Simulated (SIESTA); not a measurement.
# Ga under changes of volume

One of the cells (19.987 Å³/atom); the others are scaled copies at fixed shape and fractional positions:

```xyz
4
Lattice="2.2765 -3.8559 0.0000 2.2765 3.8559 0.0000 0.0000 0.0000 4.5540" Properties=species:S:1:pos:R:3 pbc="T T T"
Ga    2.2765    1.1945    1.9081
Ga    2.2765    2.6613    4.1851
Ga    2.2765   -1.1945    2.6459
Ga    2.2765   -2.6613    0.3689
```

```yaml
Program: SIESTA 5.4.2
Functional: PBEsol
Potentials_or_basis: PseudoDojo 0.4 standard (PBEsol files)
Basis: DZP (energy shift 0.003 Ry; two zetas on semicore shells)
Grid_cutoff: 800 Ry
Energy_shift: 0.003 Ry
k_mesh: 7 × 7 × 6
Occupations: fermi-dirac, width 0.05 eV
Spin: no spin polarisation
```

| volume (Å³/atom) | energy over the lowest point (meV/atom) | pressure (GPa) | largest force (eV/Å) |
| --- | --- | --- | --- |
| 18.419 | ? | ? | ? |
| 18.811 | 0.00 | 0.6 | 0.117 |
| 19.203 | 0.08 | -0.6 | 0.119 |
| 19.987 | 9.09 | -2.9 | 0.107 |
| 20.379 | 17.23 | -3.7 | 0.108 |
| 20.771 | 27.25 | -4.4 | 0.101 |

What does the run at 18.419 Å³/atom give?

Energy over the lowest point 3.30 meV/atom; pressure 2.1 GPa; largest force 0.108 eV/Å.

Worked out: A Birch-Murnaghan fit of order 3 (a polynomial in V^(-2/3)) to the other rows has its minimum at 19.00 Å³/atom with B0 = V·E''(V) = 67 GPa and B' = 6.5 at fixed shape and positions, which overstates the stiffness. It gives 3.56 meV/atom at 18.419 Å³/atom, against the run's 3.30, and -dE/dV = 2.3 GPa, against 2.1.

Energies are extrapolated to zero smearing.

Caveats: the basis of atomic orbitals isn't converged, which shifts pressures, moduli and gaps.
